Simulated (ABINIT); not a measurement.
# AgBr (Fm-3m) in ABINIT: notebook

One crystal, AgBr, is run at these levels: BP86, LDA, AM05; tasks: band structure, equation of state.

Everything below comes from runs of ABINIT 10.8.3 (patched build). Logs are shortened: lines on timing, memory, paths and dates and some standing lists are left out, and cuts for length are marked. The log counts tension as positive stress, the text compression.

## Step 1: Starting point

Symmetry: Fm-3m, No. 225, cubic system. The conventional cell has a = 5.740 Å, b = 5.740 Å, c = 5.740 Å, α = 90.00°, β = 90.00°, γ = 90.00°. Around Ag (site symmetry m-3m) lie 6 Br at 2.87 Å. Around Br (site symmetry m-3m) lie 6 Ag at 2.87 Å.

## Step 2: Band structure, BP86, spin-orbit coupling, no magnetisation

run.abi reads:

```
# Datasets: ground state, then fixed potential
ndtset 2

# Pseudopotentials
pp_dirpath "./"
pseudos "Ag.GGA_PBE-JTH.xml, Br.GGA_PBE-JTH.xml"

# Structure
acell 3*1.0 Angstrom
rprim
     0.0000000000     2.8701500000     2.8701500000
     2.8701500000     0.0000000000     2.8701500000
     2.8701500000     2.8701500000     0.0000000000
ntypat 2
znucl 47 35
natom 2
typat 1 2
xred
     0.0000000000     0.0000000000     0.0000000000
     0.5000000000     0.5000000000     0.5000000000

# Plane-wave basis
ecut 17.0
pawecutdg 34.0

# Exchange and correlation
ixc -106132

# Bands and occupations
occopt 3
tsmear 0.00183747

# Spin
nspinor 2
nspden 1
pawspnorb 1

# SCF cycle
nstep 100

# Output
iomode 3
prtwf 0
prteig 0
prtebands 0
enunit 1
prtden1 1

# Dataset 1
kptopt1 4
ngkpt1 8 8 8
nshiftk1 1
shiftk1 0.0 0.0 0.0
nband1 26
tolvrs1 1.0e-9

# Dataset 2: bands along G-X-W-K-G-L-U-W-L-K
iscf2 -2
getden2 1
nband2 38
nbdbuf2 8
tolwfr2 1.0e-11
kptopt2 -9
ndivsm2 8
prteig2 1
kptbounds2
     0.0000000000     0.0000000000     0.0000000000
     0.5000000000     0.0000000000     0.5000000000
     0.5000000000     0.2500000000     0.7500000000
     0.3750000000     0.3750000000     0.7500000000
     0.0000000000     0.0000000000     0.0000000000
     0.5000000000     0.5000000000     0.5000000000
     0.6250000000     0.2500000000     0.6250000000
     0.5000000000     0.2500000000     0.7500000000
     0.5000000000     0.5000000000     0.5000000000
     0.3750000000     0.3750000000     0.7500000000
```

Potentials or basis: JTH PAW PBE v2.0.

Started as:

```sh
$ abinit run.abi > log 2>&1
```

run.abo:

```text
.Version 10.8.3 of ABINIT
 DATASET    1 : space group F4 3 2 (#209); Bravais cF (face-center cubic)
================================================================================
 Values of the parameters that define the memory need for DATASET  1.
     intxc =       0    ionmov =       0      iscf =      17    lmnmax =      18
     lnmax =       6     mgfft =      30  mpssoang =       3    mqgrid =    3001
     natom =       2  nloc_mem =       2    nspden =       1   nspinor =       2
    nsppol =       1      nsym =      24    n1xccc =       1    ntypat =       2
    occopt =       3   xclevel =       2
       mpw =        1090          nfft =       27000          nkpt =          32
 PAW method is used; the additional fine FFT grid is defined by:
   mgfftf=        45    nfftf =     91125
================================================================================
================================================================================

 DATASET    2 : space group F4 3 2 (#209); Bravais cF (face-center cubic)
================================================================================
 Values of the parameters that define the memory need for DATASET  2.
     intxc =       0    ionmov =       0      iscf =      -2    lmnmax =      18
     lnmax =       6     mgfft =      30  mpssoang =       3    mqgrid =    3001
     natom =       2  nloc_mem =       2    nspden =       1   nspinor =       2
    nsppol =       1      nsym =      24    n1xccc =       1    ntypat =       2
    occopt =       3   xclevel =       2
       mpw =        1090          nfft =       27000          nkpt =         139
 PAW method is used; the additional fine FFT grid is defined by:
   mgfftf=        45    nfftf =     91125
================================================================================
================================================================================

--------------------------------------------------------------------------------
------------- Echo of variables that govern the present computation ------------
--------------------------------------------------------------------------------
 -outvars: echo values of preprocessed input variables --------
            acell      1.8897261259E+00  1.8897261259E+00  1.8897261259E+00 Bohr
              amu      1.07868200E+02  7.99040000E+01
             ecut      1.70000000E+01 Hartree
           enunit           1
           getden1          0
           getden2          1
             iscf1         17
             iscf2         -2
[... 2118 lines left out ...]

 Integrated electronic density in atomic spheres:
 ------------------------------------------------
 Atom  Sphere_radius  Integrated_density
    1        2.51516          9.66732398
    2        2.20919          4.91009469

================================================================================

 ----iterations are completed or convergence reached----

 Mean square residual over all n,k,spin=   34.391E-13; max=  99.938E-13
 reduced coordinates (array xred) for    2 atoms
       0.000000000000      0.000000000000      0.000000000000
       0.500000000000      0.500000000000      0.500000000000

 cartesian coordinates (angstrom) at end:
    1      0.00000000000000     0.00000000000000     0.00000000000000
    2      2.87015000000000     2.87015000000000     2.87015000000000
 length scales=  1.889726125908  1.889726125908  1.889726125908 bohr
              =  1.000000000000  1.000000000000  1.000000000000 angstroms
 Eigenvalues (   eV  ) for nkpt= 139  k points:
 kpt#   1, nband= 38, wtk=  1.00000, kpt=  0.0000  0.0000  0.0000 (reduced coord)
 -14.46038  -14.46038   -2.50612   -2.50612   -2.50612   -2.50612   -1.97632   -1.97632
  -1.97625   -1.97625   -1.97625   -1.97625   -1.65017   -1.65017   -1.10256   -1.10256
  -1.10256   -1.10256    1.27144    1.27144   10.61176   10.61176   10.61176   10.61176
  10.68304   10.68304   11.93622   11.93622   12.00898   12.00898   12.63653   12.63653
  12.63653   12.63653   13.77333   13.77333   13.77333   13.77333
 kpt#   2, nband= 38, wtk=  1.00000, kpt=  0.0217  0.0000  0.0217 (reduced coord)
 -14.45785  -14.45785   -2.51891   -2.51891   -2.50673   -2.50673   -2.03294   -2.03294
  -1.98063   -1.98063   -1.97649   -1.97649   -1.61152   -1.61152   -1.10025   -1.10025
  -1.09892   -1.09892    1.31705    1.31705   10.55466   10.55466   10.57607   10.57607
  10.64868   10.64868   11.88482   11.88482   12.09480   12.09480   12.48602   12.48602
  12.68239   12.68239   13.77854   13.77854   14.00957   14.00957
 kpt#   3, nband= 38, wtk=  1.00000, kpt=  0.0435  0.0000  0.0435 (reduced coord)
 -14.45032  -14.45032   -2.56172   -2.56172   -2.50853   -2.50853   -2.14941   -2.14941
  -1.99305   -1.99305   -1.97717   -1.97717   -1.54016   -1.54016   -1.09355   -1.09355
  -1.08864   -1.08864    1.44913    1.44913   10.39538   10.39538   10.48255   10.48255
  10.57710   10.57710   11.56137   11.56137   12.31606   12.31606   12.44727   12.44727
[... 803 lines left out ...]
   9.41173    9.41173   11.61855   11.61855   13.61538   13.61538   16.19893   16.19893
  17.79728   17.79728   18.18492   18.18505   18.96934   18.97807
 kpt# 138, nband= 38, wtk=  1.00000, kpt=  0.3839  0.3839  0.7321 (reduced coord)
 -13.96364  -13.96364   -3.71489   -3.71489   -3.45602   -3.45602   -3.24041   -3.24041
  -2.08595   -2.08595   -1.92275   -1.92275   -1.49014   -1.49014   -1.27971   -1.27971
  -0.44455   -0.44455    3.71081    3.71081    7.40980    7.40980    8.83403    8.83403
   9.62080    9.62080   11.47450   11.47450   13.70666   13.70666   16.36250   16.36250
  18.10903   18.10911   18.30107   18.30122   18.85891   18.85979
 kpt# 139, nband= 38, wtk=  1.00000, kpt=  0.3750  0.3750  0.7500 (reduced coord)
 -13.96335  -13.96335   -3.63747   -3.63747   -3.45474   -3.45474   -3.19444   -3.19444
  -2.10222   -2.10222   -1.92515   -1.92515   -1.50444   -1.50444   -1.30911   -1.30911
  -0.55618   -0.55618    3.54927    3.54927    7.51025    7.51025    8.92615    8.92615
   9.80687    9.80687   11.38130   11.38130   13.84432   13.84432   16.39317   16.39317
  17.95899   17.95932   18.65985   18.66533   18.84535   18.86987

== END DATASET(S) ==============================================================
================================================================================

 -outvars: echo values of variables after computation  --------
            acell      1.8897261259E+00  1.8897261259E+00  1.8897261259E+00 Bohr
           etotal1    -5.1911255984E+01
            fcart1    -0.0000000000E+00 -0.0000000000E+00 -0.0000000000E+00
                      -0.0000000000E+00 -0.0000000000E+00 -0.0000000000E+00
            rprim      0.0000000000E+00  2.8701500000E+00  2.8701500000E+00
                       2.8701500000E+00  0.0000000000E+00  2.8701500000E+00
                       2.8701500000E+00  2.8701500000E+00  0.0000000000E+00
           strten1    -7.9547564901E-05 -7.9547564901E-05 -7.9547564901E-05
                       0.0000000000E+00  0.0000000000E+00  0.0000000000E+00
           xangst      0.0000000000E+00  0.0000000000E+00  0.0000000000E+00
                       2.8701500000E+00  2.8701500000E+00  2.8701500000E+00
             xred      0.0000000000E+00  0.0000000000E+00  0.0000000000E+00
                       5.0000000000E-01  5.0000000000E-01  5.0000000000E-01
 Calculation completed.
```

Wall time 3.5 min (1 thread of Arm Neoverse V1, shared host); peak memory 0.27 GiB.

Results:

- Free energy: -1412.5772 eV
- Pressure: 2.3 GPa
- Band gap on the k mesh: 0.55 eV, indirect (least direct gap 2.37 eV)
- Band gap along the path: 0.55 eV, indirect (least direct gap 2.37 eV)
- Valence electrons inside the program's atomic spheres: Ag 9.67; Br 4.91

Levels at the corners of the path, in eV from the valence-band top:
```tsv
point	band 16	band 17	band 18	band 19	band 20	band 21
Γ	-1.82	-1.82	-1.82	0.55	0.55	9.89
X	-2.32	-2.21	-2.21	1.46	1.46	7.06
W	-2.19	-1.60	-1.60	3.65	3.65	7.03
K	-2.03	-1.27	-1.27	2.83	2.83	6.79
Γ	-1.82	-1.82	-1.82	0.55	0.55	9.89
L	-0.15	0.00	0.00	3.68	3.68	6.45
U	-2.03	-1.27	-1.27	2.83	2.83	6.79
W	-2.19	-1.60	-1.60	3.65	3.65	7.03
L	-0.15	0.00	0.00	3.68	3.68	6.45
K	-2.03	-1.27	-1.27	2.83	2.83	6.79
```

Caveat: the PAW data sets were made with another functional, which shifts forces and pressure a little.

## Step 3: Band structure, LDA, spin-orbit coupling, no magnetisation

Changes to run.abi since step 2:

```diff
@@ -5,10 +5,10 @@
 pp_dirpath "./"
-pseudos "Ag.GGA_PBE-JTH.xml, Br.GGA_PBE-JTH.xml"
+pseudos "Ag.hgh, Br.hgh"
 
 # Structure
-acell 3*1.0 Angstrom
+acell 7.6704078944 7.6704078944 7.6704078944
 rprim
-     0.0000000000     2.8701500000     2.8701500000
-     2.8701500000     0.0000000000     2.8701500000
-     2.8701500000     2.8701500000     0.0000000000
+     0.0000000000     0.7071067812     0.7071067812
+     0.7071067812     0.0000000000     0.7071067812
+     0.7071067812     0.7071067812     0.0000000000
 ntypat 2
@@ -22,7 +22,6 @@
 # Plane-wave basis
-ecut 17.0
-pawecutdg 34.0
+ecut 20.0
 
 # Exchange and correlation
-ixc -106132
+ixc 7
 
@@ -30,3 +29,3 @@
 occopt 3
-tsmear 0.00183747
+tsmear 0.05 eV
 
@@ -35,3 +34,3 @@
 nspden 1
-pawspnorb 1
+so_psp 2*1
 
@@ -49,3 +48,3 @@
 # Dataset 1
-kptopt1 4
+kptopt1 1
 ngkpt1 8 8 8
@@ -53,4 +52,4 @@
 shiftk1 0.0 0.0 0.0
-nband1 26
-tolvrs1 1.0e-9
+nband1 16
+tolvrs1 1.0e-10
 
@@ -59,3 +58,3 @@
 getden2 1
-nband2 38
+nband2 28
 nbdbuf2 8
```

Potentials or basis: HGH LDA.

Started as:

```sh
$ abinit run.abi > log 2>&1
```

Run time: 3.4 min. Hardware: 1 thread of Arm Neoverse V1, shared host; peak memory 0.22 GiB.

Results (log left out):

```
Free energy                                           : -381.2112 eV
Band gap on the k mesh                                : 1.98 eV, direct
Valence electrons inside the program's atomic spheres : Ag 0.14; Br 4.12
```

Levels at the corners of the path, in eV from the valence-band top:
| point | band 4 | band 5 | band 6 | band 7 | band 8 | band 9 | band 10 | band 11 | band 12 | band 13 |
| --- | --- | --- | --- | --- | --- | --- | --- | --- | --- | --- |
| Γ | -0.58 | 0.00 | 0.00 | 0.00 | 0.00 | 1.98 | 1.98 | 10.37 | 10.37 | 10.37 |
| X | -3.35 | -1.57 | -1.57 | -1.24 | -1.24 | 2.91 | 2.91 | 7.32 | 7.32 | 10.81 |
| W | -2.61 | -2.37 | -2.37 | -1.64 | -1.64 | 5.02 | 5.02 | 8.61 | 8.61 | 9.04 |
| K | -2.90 | -2.34 | -2.34 | -1.00 | -1.00 | 4.27 | 4.27 | 7.98 | 7.98 | 9.97 |
| Γ | -0.58 | 0.00 | 0.00 | 0.00 | 0.00 | 1.98 | 1.98 | 10.37 | 10.37 | 10.37 |
| L | -3.53 | -0.44 | -0.44 | -0.10 | -0.10 | 5.09 | 5.09 | 8.21 | 8.21 | 8.30 |
| U | -2.90 | -2.34 | -2.34 | -1.00 | -1.00 | 4.27 | 4.27 | 7.98 | 7.98 | 9.97 |
| W | -2.61 | -2.37 | -2.37 | -1.64 | -1.64 | 5.02 | 5.02 | 8.61 | 8.61 | 9.04 |
| L | -3.53 | -0.44 | -0.44 | -0.10 | -0.10 | 5.09 | 5.09 | 8.21 | 8.21 | 8.30 |
| K | -2.90 | -2.34 | -2.34 | -1.00 | -1.00 | 4.27 | 4.27 | 7.98 | 7.98 | 9.97 |

Caveat: the cutoff is too short for stress, so the log's stress isn't used; HGH potentials are hard and often keep d shells in the core, so these values are rough. As with any semilocal functional, this LDA gap is likely too small.

## Step 4: Equation of state, AM05

run.abi reads:

```
# Datasets: one volume each
ndtset 7
getwfk -1
scalecart1 3*0.9795861087
scalecart2 3*0.9864848297
scalecart3 3*0.9932883884
scalecart4 3*1.0000000000
scalecart5 3*1.0066227096
scalecart6 3*1.0131594038
scalecart7 3*1.0196128224

# Pseudopotentials
pp_dirpath "./"
pseudos "Ag.GGA_PBE-JTH.xml, Br.GGA_PBE-JTH.xml"

# Structure
acell 7.6704078944 7.6704078944 7.6704078944
rprim
     0.0000000000     0.7071067812     0.7071067812
     0.7071067812     0.0000000000     0.7071067812
     0.7071067812     0.7071067812     0.0000000000
ntypat 2
znucl 47 35
natom 2
typat 1 2
xred
     0.0000000000     0.0000000000     0.0000000000
     0.5000000000     0.5000000000     0.5000000000

# Plane-wave basis
ecut 462.593566 eV
pawecutdg 34.0

# k points
kptopt 1
ngkpt 8 8 8
nshiftk 1
shiftk 0.0 0.0 0.0

# Exchange and correlation
ixc -120135

# Bands and occupations
nband 13
occopt 3
tsmear 0.05 eV

# SCF cycle
nstep 100
tolvrs 1.0e-9

# Output
iomode 3
prtwf 1
prtden 0
prteig 0
prtebands 0
enunit 2
```

Potentials or basis: JTH PAW PBE v2.0.

Started as:

```sh
$ abinit run.abi > log 2>&1
```

Run time: 1.9 min. Hardware: 1 thread of Arm Neoverse V1, shared host; peak memory 0.15 GiB.

The run converged. Its results:

| Quantity | Value |
| --- | --- |
| Equilibrium volume | 23.31 Å³/atom |
| Bulk modulus | 46 GPa |
| Pressure derivative of the bulk modulus | 5.9 (rough: it moves with the points fitted) |

Energy against volume, from the lowest point:
```tsv
volume (Å³/atom)	energy (meV/atom)
22.225	8.04
22.698	2.40
23.171	0.00
23.644	0.55
24.116	3.60
24.589	8.86
25.062	15.96
```

Caveat: pressures at fixed basis lie under the slope of the energies; the PAW data sets were made with another functional, which shifts forces and pressure a little.

## Step 5: Band structure, LDA, spin-orbit coupling, no magnetisation

run.abi reads:

```
# Datasets: ground state, then fixed potential
ndtset 2

# Pseudopotentials
pp_dirpath "./"
pseudos "Ag.LDA_PW-JTH.xml, Br.LDA_PW-JTH.xml"

# Structure
acell 7.6704078944 7.6704078944 7.6704078944
rprim
     0.0000000000     0.7071067812     0.7071067812
     0.7071067812     0.0000000000     0.7071067812
     0.7071067812     0.7071067812     0.0000000000
ntypat 2
znucl 47 35
natom 2
typat 1 2
xred
     0.0000000000     0.0000000000     0.0000000000
     0.5000000000     0.5000000000     0.5000000000

# Plane-wave basis
ecut 17.0
pawecutdg 34.0

# Exchange and correlation
ixc 7

# Bands and occupations
occopt 3
tsmear 0.00183747

# Spin
nspinor 2
nspden 1
pawspnorb 1

# SCF cycle
nstep 100

# Output
iomode 3
prtwf 0
prteig 0
prtebands 0
enunit 1
prtden1 1

# Dataset 1
kptopt1 4
ngkpt1 8 8 8
nshiftk1 1
shiftk1 0.0 0.0 0.0
nband1 26
tolvrs1 1.0e-9

# Dataset 2: bands along G-X-W-K-G-L-U-W-L-K
iscf2 -2
getden2 1
nband2 38
nbdbuf2 8
tolwfr2 1.0e-11
kptopt2 -9
ndivsm2 8
prteig2 1
kptbounds2
     0.0000000000     0.0000000000     0.0000000000
     0.5000000000     0.0000000000     0.5000000000
     0.5000000000     0.2500000000     0.7500000000
     0.3750000000     0.3750000000     0.7500000000
     0.0000000000     0.0000000000     0.0000000000
     0.5000000000     0.5000000000     0.5000000000
     0.6250000000     0.2500000000     0.6250000000
     0.5000000000     0.2500000000     0.7500000000
     0.5000000000     0.5000000000     0.5000000000
     0.3750000000     0.3750000000     0.7500000000
```

Potentials or basis: JTH PAW LDA v2.0.

Started as:

```sh
$ abinit run.abi > log 2>&1
```

It took 3.4 min on 1 thread of Arm Neoverse V1, shared host; peak memory 0.26 GiB.

It converged, with:

```
Free energy                                           : -1416.7177 eV
Pressure                                              : -4.2 GPa
Band gap on the k mesh                                : 0.28 eV, indirect (least direct gap 2.12 eV)
Band gap along the path                               : 0.28 eV, indirect (least direct gap 2.12 eV)
Valence electrons inside the program's atomic spheres : Ag 9.66; Br 4.88
```

Levels at the corners of the path, in eV from the valence-band top:
```tsv
point	band 15	band 16	band 17	band 18	band 19	band 20	band 21	band 22
Γ	-1.83	-1.83	-1.83	-1.83	0.28	0.28	9.76	9.76
X	-2.34	-2.34	-2.24	-2.24	1.25	1.25	6.85	6.85
W	-2.22	-2.22	-1.66	-1.66	3.51	3.51	6.81	6.81
K	-2.07	-2.07	-1.30	-1.30	2.65	2.65	6.58	6.58
Γ	-1.83	-1.83	-1.83	-1.83	0.28	0.28	9.76	9.76
L	-0.15	-0.15	0.00	0.00	3.40	3.40	6.29	6.29
U	-2.07	-2.07	-1.30	-1.30	2.65	2.65	6.58	6.58
W	-2.22	-2.22	-1.66	-1.66	3.51	3.51	6.81	6.81
L	-0.15	-0.15	0.00	0.00	3.40	3.40	6.29	6.29
K	-2.07	-2.07	-1.30	-1.30	2.65	2.65	6.58	6.58
```

LDA gaps usually lie below the measured ones, often by a third to a half.

## Step 6: Summary

| task | level | potentials or basis | spin | gap on the mesh (eV) | pressure (GPa) |
| --- | --- | --- | --- | --- | --- |
| band structure | BP86 | JTH PAW PBE v2.0 | SOC, no magnetisation | 0.55 | 2.3 |
| equation of state | AM05 | JTH PAW PBE v2.0 | off | - | - |
| band structure | LDA | JTH PAW LDA v2.0 | SOC, no magnetisation | 0.28 | -4.2 |

Alike in all rows: cell as given; k mesh 8 × 8 × 8; cutoff (eV) 463; smearing fermi-dirac 0.05 eV.

Caveats: the PAW data sets were made with another functional, which shifts forces and pressure a little (some runs); pressures at fixed basis lie under the slope of the energies (some runs).

Total energies depend on the potentials used, so only differences within one code and one set of settings carry meaning.
